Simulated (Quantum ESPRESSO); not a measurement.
# Cr (Im-3m) in Quantum ESPRESSO: a series of runs, part 2 of 4

Quantum ESPRESSO 7.5. The steps go on from the part before.

### 3 Phonon dispersion, LDA, collinear spin, ferromagnetic start

Contents of pw.in:

```
&CONTROL
  calculation = 'scf'
  prefix = 'pwscf'
  outdir = './tmp'
  pseudo_dir = './pseudo'
  tprnfor = .true.
  tstress = .true.
  disk_io = 'low'
/
&SYSTEM
  ibrav = 0
  nat = 1
  ntyp = 1
  ecutwfc = 45
  ecutrho = 360
  nbnd = 16
  occupations = 'smearing'
  smearing = 'mv'
  degauss = 0.01469973
  nspin = 2
  starting_magnetization(1) = 0.2143
/
&ELECTRONS
  conv_thr = 2d-10
  electron_maxstep = 120
  mixing_beta = 0.3
/
ATOMIC_SPECIES
Cr    51.9961 cr_lda_v1.5.uspp.F.UPF
CELL_PARAMETERS bohr
  -2.8052033365    2.8052033365    2.8052033365
   2.8052033365   -2.8052033365    2.8052033365
   2.8052033365    2.8052033365   -2.8052033365
ATOMIC_POSITIONS bohr
Cr     0.0000000000    0.0000000000    0.0000000000
K_POINTS automatic
12 12 12 0 0 0
```

Contents of relax.in:

```
&CONTROL
  calculation = 'vc-relax'
  prefix = 'pwscf'
  outdir = './tmp'
  pseudo_dir = './pseudo'
  tprnfor = .true.
  tstress = .true.
  disk_io = 'low'
  nstep = 40
  forc_conv_thr = 0.0001
  etot_conv_thr = 1d-06
/
&SYSTEM
  ibrav = 0
  nat = 1
  ntyp = 1
  ecutwfc = 45
  ecutrho = 360
  nbnd = 16
  occupations = 'smearing'
  smearing = 'mv'
  degauss = 0.01469973
  nspin = 2
  starting_magnetization(1) = 0.2143
/
&ELECTRONS
  conv_thr = 2d-10
  electron_maxstep = 120
  mixing_beta = 0.3
/
&IONS
  ion_dynamics = 'bfgs'
/
&CELL
  cell_dynamics = 'bfgs'
  press = 0
  press_conv_thr = 0.2
/
ATOMIC_SPECIES
Cr    51.9961 cr_lda_v1.5.uspp.F.UPF
CELL_PARAMETERS bohr
  -2.8052033365    2.8052033365    2.8052033365
   2.8052033365   -2.8052033365    2.8052033365
   2.8052033365    2.8052033365   -2.8052033365
ATOMIC_POSITIONS bohr
Cr     0.0000000000    0.0000000000    0.0000000000
K_POINTS automatic
12 12 12 0 0 0
```

Contents of scf2.in:

```
&CONTROL
  calculation = 'scf'
  prefix = 'pwscf'
  outdir = './tmp'
  pseudo_dir = './pseudo'
  tprnfor = .true.
  tstress = .true.
  disk_io = 'low'
/
&SYSTEM
  ibrav = 0
  nat = 1
  ntyp = 1
  ecutwfc = 45
  ecutrho = 360
  nbnd = 16
  occupations = 'smearing'
  smearing = 'mv'
  degauss = 0.01469973
  nspin = 2
  starting_magnetization(1) = 0.2143
/
&ELECTRONS
  conv_thr = 1d-13
  electron_maxstep = 120
  mixing_beta = 0.3
  startingpot = 'file'
  startingwfc = 'file'
/
ATOMIC_SPECIES
Cr    51.9961 cr_lda_v1.5.uspp.F.UPF
CELL_PARAMETERS bohr
  -2.6346476435    2.6346476435    2.6346476435
   2.6346476435   -2.6346476435    2.6346476435
   2.6346476435    2.6346476435   -2.6346476435
ATOMIC_POSITIONS bohr
Cr     0.0000000000    0.0000000000    0.0000000000
K_POINTS automatic
12 12 12 0 0 0
```

Contents of ph.in:

```
phonon_bands of Cr
&INPUTPH
  prefix = 'pwscf'
  outdir = './tmp'
  tr2_ph = 1d-18
  fildyn = 'dyn'
  niter_ph = 90
  alpha_mix(1) = 0.4
  ldisp = .true.
  nq1 = 2
  nq2 = 2
  nq3 = 2
/
```

Contents of q2r.in:

```
&INPUT
  fildyn = 'dyn'
  zasr = 'crystal'
  flfrc = 'fc'
/
```

Contents of matdyn.in:

```
&INPUT
  asr = 'crystal'
  flfrc = 'fc'
  flfrq = 'freq'
  q_in_cryst_coord = .true.
  flvec = ' '
/
80
 0.0000000000  0.0000000000  0.0000000000
 0.0312500000 -0.0312500000  0.0312500000
 0.0625000000 -0.0625000000  0.0625000000
 0.0937500000 -0.0937500000  0.0937500000
 0.1250000000 -0.1250000000  0.1250000000
 0.1562500000 -0.1562500000  0.1562500000
 0.1875000000 -0.1875000000  0.1875000000
 0.2187500000 -0.2187500000  0.2187500000
 0.2500000000 -0.2500000000  0.2500000000
 0.2812500000 -0.2812500000  0.2812500000
 0.3125000000 -0.3125000000  0.3125000000
 0.3437500000 -0.3437500000  0.3437500000
 0.3750000000 -0.3750000000  0.3750000000
 0.4062500000 -0.4062500000  0.4062500000
 0.4375000000 -0.4375000000  0.4375000000
 0.4687500000 -0.4687500000  0.4687500000
 0.5000000000 -0.5000000000  0.5000000000
 0.4545454545 -0.4545454545  0.5000000000
 0.4090909091 -0.4090909091  0.5000000000
 0.3636363636 -0.3636363636  0.5000000000
 0.3181818182 -0.3181818182  0.5000000000
 0.2727272727 -0.2727272727  0.5000000000
 0.2272727273 -0.2272727273  0.5000000000
 0.1818181818 -0.1818181818  0.5000000000
 0.1363636364 -0.1363636364  0.5000000000
 0.0909090909 -0.0909090909  0.5000000000
 0.0454545455 -0.0454545455  0.5000000000
 0.0000000000  0.0000000000  0.5000000000
 0.0000000000  0.0000000000  0.4583333333
 0.0000000000  0.0000000000  0.4166666667
 0.0000000000  0.0000000000  0.3750000000
 0.0000000000  0.0000000000  0.3333333333
 0.0000000000  0.0000000000  0.2916666667
 0.0000000000  0.0000000000  0.2500000000
 0.0000000000  0.0000000000  0.2083333333
 0.0000000000  0.0000000000  0.1666666667
 0.0000000000  0.0000000000  0.1250000000
 0.0000000000  0.0000000000  0.0833333333
 0.0000000000  0.0000000000  0.0416666667
 0.0000000000  0.0000000000  0.0000000000
 0.0166666667  0.0166666667  0.0166666667
 0.0333333333  0.0333333333  0.0333333333
 0.0500000000  0.0500000000  0.0500000000
 0.0666666667  0.0666666667  0.0666666667
 0.0833333333  0.0833333333  0.0833333333
 0.1000000000  0.1000000000  0.1000000000
 0.1166666667  0.1166666667  0.1166666667
 0.1333333333  0.1333333333  0.1333333333
 0.1500000000  0.1500000000  0.1500000000
 0.1666666667  0.1666666667  0.1666666667
 0.1833333333  0.1833333333  0.1833333333
 0.2000000000  0.2000000000  0.2000000000
 0.2166666667  0.2166666667  0.2166666667
 0.2333333333  0.2333333333  0.2333333333
 0.2500000000  0.2500000000  0.2500000000
 0.2666666667  0.2000000000  0.2666666667
 0.2833333333  0.1500000000  0.2833333333
 0.3000000000  0.1000000000  0.3000000000
 0.3166666667  0.0500000000  0.3166666667
 0.3333333333  0.0000000000  0.3333333333
 0.3500000000 -0.0500000000  0.3500000000
 0.3666666667 -0.1000000000  0.3666666667
 0.3833333333 -0.1500000000  0.3833333333
 0.4000000000 -0.2000000000  0.4000000000
 0.4166666667 -0.2500000000  0.4166666667
 0.4333333333 -0.3000000000  0.4333333333
 0.4500000000 -0.3500000000  0.4500000000
 0.4666666667 -0.4000000000  0.4666666667
 0.4833333333 -0.4500000000  0.4833333333
 0.5000000000 -0.5000000000  0.5000000000
 0.2500000000  0.2500000000  0.2500000000
 0.2222222222  0.2222222222  0.2777777778
 0.1944444444  0.1944444444  0.3055555556
 0.1666666667  0.1666666667  0.3333333333
 0.1388888889  0.1388888889  0.3611111111
 0.1111111111  0.1111111111  0.3888888889
 0.0833333333  0.0833333333  0.4166666667
 0.0555555556  0.0555555556  0.4444444444
 0.0277777778  0.0277777778  0.4722222222
 0.0000000000  0.0000000000  0.5000000000
```

Contents of matdyn_dos.in:

```
&INPUT
  asr = 'crystal'
  flfrc = 'fc'
  dos = .true.
  fldos = 'phdos'
  nk1 = 18
  nk2 = 18
  nk3 = 18
  deltaE = 1
  flvec = ' '
  flfrq = ' '
/
```

Contents of matdyn_mesh.in:

```
&INPUT
  asr = 'crystal'
  flfrc = 'fc'
  flfrq = 'mesh'
  q_in_cryst_coord = .true.
  flvec = ' '
/
1000
 0.05000000  0.05000000  0.05000000
 0.05000000  0.05000000  0.15000000
 0.05000000  0.05000000  0.25000000
[... 997 further points of the even 10 x 10 x 10 mesh, shifted by half a step ...]
```

Potentials or basis: GBRV 1.5 LDA.

On the command line:

```sh
OMP_NUM_THREADS=1 mpirun -n 4 pw.x -nk 4 -in pw.in > pw.out
OMP_NUM_THREADS=1 mpirun -n 4 pw.x -nk 4 -in relax.in > relax.out
OMP_NUM_THREADS=1 mpirun -n 4 pw.x -nk 4 -in scf2.in > scf2.out
OMP_NUM_THREADS=1 mpirun -n 4 ph.x -nk 4 -in ph.in > ph.out
OMP_NUM_THREADS=1 mpirun -n 1 q2r.x -in q2r.in > q2r.out
OMP_NUM_THREADS=1 mpirun -n 1 matdyn.x -in matdyn.in > matdyn.out
OMP_NUM_THREADS=1 mpirun -n 1 matdyn.x -in matdyn_dos.in > matdyn_dos.out
OMP_NUM_THREADS=1 mpirun -n 1 matdyn.x -in matdyn_mesh.in > matdyn_mesh.out
```

pw.out:

```text
This program is part of the open-source Quantum ESPRESSO suite
     for quantum simulation of materials; please cite
[... 6 lines left out ...]
     using ibrav=0 with symmetry is DISCOURAGED, use correct ibrav instead

     K-points division:     npool     =       4
     Subspace diagonalization in iterative solution of the eigenvalue problem:
     a serial algorithm will be used

     G-vector sticks info
     --------------------
     sticks:   dense  smooth     PW     G-vecs:    dense   smooth      PW
     Sum         631     315    129                10149     3559     959

     Using Slab Decomposition

     bravais-lattice index     =            0
     lattice parameter (alat)  =       4.8588  a.u.
     unit-cell volume          =      88.2984 (a.u.)^3
     number of atoms/cell      =            1
     number of atomic types    =            1
     number of electrons       =        14.00
     number of Kohn-Sham states=           16
     kinetic-energy cutoff     =      45.0000  Ry
     charge density cutoff     =     360.0000  Ry
     scf convergence threshold =      2.0E-10
     mixing beta               =       0.3000
     number of iterations used =            8  plain     mixing
     Exchange-correlation=  SLA  PZ   NOGX NOGC
                           (   1   1   0   0   0   0   0)

     celldm(1)=   4.858755  celldm(2)=   0.000000  celldm(3)=   0.000000
     celldm(4)=   0.000000  celldm(5)=   0.000000  celldm(6)=   0.000000

[... 110 lines left out ...]
        k(   71) = (  -0.8660254  -0.0721688  -0.0721688), wk =   0.0069444
        k(   72) = (  -0.8660254  -0.8660254  -0.8660254), wk =   0.0005787

     Dense  grid:    10149 G-vectors     FFT dimensions: (  30,  30,  30)

     Smooth grid:     3559 G-vectors     FFT dimensions: (  24,  24,  24)

     Check: negative core charge=   -0.000012
     Generating pointlists ...
     new r_m :   0.4125 (alat units)  2.0042 (a.u.) for type    1

     Initial potential from superposition of free atoms

     starting charge      13.0000, renormalised to      14.0000

     negative rho (up, down):  4.886E-04 3.162E-04
     Starting wfcs are   10 randomized atomic wfcs +    6 random wfcs

     Self-consistent Calculation

     iteration #  1     ecut=    45.00 Ry     beta= 0.30
     Davidson diagonalization with overlap
     ethr =  1.00E-02,  avg # of iterations =  5.3

     negative rho (up, down):  5.471E-04 4.894E-04
[... 151 lines left out ...]
     iteration # 14     ecut=    45.00 Ry     beta= 0.30
     Davidson diagonalization with overlap
     ethr =  1.42E-11,  avg # of iterations =  1.0

     negative rho (up, down):  3.757E-04 3.757E-04

     Magnetic moment per site  (integrated on atomic sphere of radius R)
     atom   1 (R=0.412)  charge= 12.3282  magn=  0.0000

     End of self-consistent calculation

     Number of k-points >= 100: set verbosity='high' to print the bands.

     the Fermi energy is    16.4471 ev

!    total energy              =    -175.46758144 Ry
     estimated scf accuracy    <          8.4E-11 Ry
     smearing contrib. (-TS)   =       0.00009660 Ry
     internal energy E=F+TS    =    -175.46767805 Ry

     The total energy is F=E-TS. E is the sum of the following terms:
     one-electron contribution =     -65.58412739 Ry
     hartree contribution      =      39.28761178 Ry
     xc contribution           =     -22.03425460 Ry
     ewald contribution        =    -127.13690784 Ry

     total magnetization       =     0.00 Bohr mag/cell
     absolute magnetization    =     0.00 Bohr mag/cell

     convergence has been achieved in  14 iterations

     negative rho (up, down):  3.757E-04 3.757E-04

     Forces acting on atoms (cartesian axes, Ry/au):

     atom    1 type  1   force =     0.00000000    0.00000000    0.00000000

     Total force =     0.000000     Total SCF correction =     0.000000

     Computing stress (Cartesian axis) and pressure

     negative rho (up, down):  3.757E-04 3.757E-04
          total   stress  (Ry/bohr**3)                   (kbar)     P=     -378.12
  -0.00257037  -0.00000000  -0.00000000         -378.12       -0.00       -0.00
  -0.00000000  -0.00257037  -0.00000000           -0.00     -378.12       -0.00
  -0.00000000  -0.00000000  -0.00257037           -0.00       -0.00     -378.12

=------------------------------------------------------------------------------=
   JOB DONE.
=------------------------------------------------------------------------------=
```

relax.out:

```text
This program is part of the open-source Quantum ESPRESSO suite
     for quantum simulation of materials; please cite
[... 6 lines left out ...]
     using ibrav=0 with symmetry is DISCOURAGED, use correct ibrav instead

     K-points division:     npool     =       4
[... 434 lines left out ...]
  -0.00000252   0.00000000   0.00000000           -0.37        0.00        0.00
   0.00000000  -0.00000252   0.00000000            0.00       -0.37        0.00
   0.00000000   0.00000000  -0.00000252            0.00        0.00       -0.37

=------------------------------------------------------------------------------=
   JOB DONE.
=------------------------------------------------------------------------------=
```

Run time: 70 s. Hardware: 4 MPI ranks of Intel Xeon 6975P-C (Granite Rapids), shared host; peak memory 0.28 GiB.

Results:

| Item | Value |
| --- | --- |
| Free energy | -2387.6701 eV |
| Relaxed volume | 10.84 Å³/atom |
| Relaxed cell | a = 2.415 Å, b = 2.415 Å, c = 2.415 Å, α = 109.47°, β = 109.47°, γ = 109.47° |
| Space group after relaxing (to 0.05 Å) | Im-3m (No. 229) |
| Pressure after relaxing | 0.0 GPa |
| Band gap on the k mesh | none (metal or under the smearing width) |
| Net moment | 0.00 μB per cell |
| Absolute moment | 0.00 μB per cell |
| Valence electrons inside the program's atomic spheres | Cr 12.33 |
| Highest phonon frequency | 370 cm⁻¹ |
| Zero-point energy | 0.048 eV/atom |

The path:
| step | energy change (eV) | largest force (eV/Å) | pressure (GPa) | volume (Å³) |
| --- | --- | --- | --- | --- |
| 1 | 0.0000 | 0.0000 | -37.81 | 13.08 |
| 2 | -0.3111 | 0.0000 | 3.40 | 10.72 |
| 3 | -0.3123 | 0.0000 | -1.17 | 10.88 |
| 4 | -0.3124 | 0.0000 | -0.02 | 10.84 |
| 5 | -0.3124 | 0.0000 | 0.01 | 10.84 |
| 6 | -0.3124 | 0.0000 | 0.01 | 10.84 |

Final structure:
```cif
data_structure
_symmetry_space_group_name_H-M 'P 1'
_symmetry_Int_Tables_number 1
_cell_length_a 2.4148
_cell_length_b 2.4148
_cell_length_c 2.4148
_cell_angle_alpha 109.471
_cell_angle_beta 109.471
_cell_angle_gamma 109.471
_cell_volume 10.84
loop_
_atom_site_label
_atom_site_type_symbol
_atom_site_fract_x
_atom_site_fract_y
_atom_site_fract_z
_atom_site_occupancy
Cr1 Cr 0.00000 0.00000 0.00000 1
```

Levels at points of the mesh, in eV from the Fermi level:
Spin up:
| k point | band 4 | band 5 | band 6 | band 7 | band 8 | band 9 | band 10 | band 11 |
| --- | --- | --- | --- | --- | --- | --- | --- | --- |
| (0.00, 0.00, 0.00) | -42.22 | -8.09 | -0.96 | -0.96 | -0.96 | 1.23 | 1.23 | 22.89 |
| (0.00, 0.00, -0.50) | -42.23 | -4.76 | -2.67 | 1.26 | 1.41 | 1.62 | 3.20 | 10.73 |
| (-0.50, -0.50, -0.50) | -43.01 | -4.74 | -4.74 | 2.76 | 2.76 | 2.76 | 11.21 | 11.21 |
Spin down:
| k point | band 3 | band 4 | band 5 | band 6 | band 7 | band 8 | band 9 | band 10 | band 11 | band 12 |
| --- | --- | --- | --- | --- | --- | --- | --- | --- | --- | --- |
| (0.00, 0.00, 0.00) | -42.22 | -42.22 | -8.09 | -0.96 | -0.96 | -0.96 | 1.23 | 1.23 | 22.89 | 22.89 |
| (0.00, 0.00, -0.50) | -42.58 | -42.23 | -4.76 | -2.67 | 1.26 | 1.41 | 1.62 | 3.20 | 10.73 | 17.61 |
| (-0.50, -0.50, -0.50) | -43.01 | -43.01 | -4.74 | -4.74 | 2.76 | 2.76 | 2.76 | 11.21 | 11.21 | 11.21 |

Phonon frequencies in cm⁻¹ (negative: imaginary):
| q point | frequencies |
| --- | --- |
| (0.000, 0.000, 0.000) | 0 0 0 |
| (0.219, -0.219, 0.219) | 158 158 322 |
| (0.438, -0.438, 0.438) | 247 247 270 |
| (0.273, -0.273, 0.500) | 222 272 308 |
| (0.000, 0.000, 0.458) | 174 294 367 |
| (0.000, 0.000, 0.167) | 88 148 185 |
| (0.050, 0.050, 0.050) | 99 99 128 |
| (0.167, 0.167, 0.167) | 281 281 326 |
| (0.283, 0.150, 0.283) | 315 337 337 |
| (0.400, -0.200, 0.400) | 250 288 288 |
| (0.250, 0.250, 0.250) | 335 335 335 |
| (0.056, 0.056, 0.444) | 200 299 368 |

Phonon frequencies at the corners of the path (cm⁻¹, interpolated; i marks imaginary ones):
```csv
point,frequencies
Γ,0 0 0
H,252 252 252
N,175 297 370
P,335 335 335
```

Phonon states per cell in windows of 20 cm⁻¹ (negative: imaginary):
| from (cm⁻¹) | total |
| --- | --- |
| 0 | 0.00 |
| 20 | 0.00 |
| 40 | 0.01 |
| 60 | 0.01 |
| 80 | 0.02 |
| 100 | 0.04 |
| 120 | 0.06 |
| 140 | 0.09 |
| 160 | 0.15 |
| 180 | 0.21 |
| 200 | 0.25 |
| 220 | 0.29 |
| 240 | 0.31 |
| 260 | 0.30 |
| 280 | 0.34 |
| 300 | 0.23 |
| 320 | 0.28 |
| 340 | 0.38 |
| 360 | 0.04 |

Harmonic thermodynamics per atom at this volume (zero-point energy 48.3 meV, Debye temperature from the second moment 498 K):
```
 T (K)  free energy (meV)  entropy (k_B)  heat capacity Cv (k_B)
    50               48.2           0.07                    0.22
   100               47.1           0.48                    1.12
   200               37.8           1.67                    2.25
298.15               19.4           2.65                    2.62
   500              -40.0           4.08                    2.86
   800             -164.4           5.44                    2.94
```

Caveat: the mesh is thin for the phonons of a metal; the volume moved by over 15 % at a fixed basis, so the end points are rough; the starting moments collapsed, and a magnetic state may lie lower; the q mesh is small, so phonon branches between its points and thermal values are rough.

[end of part 2 of 4]
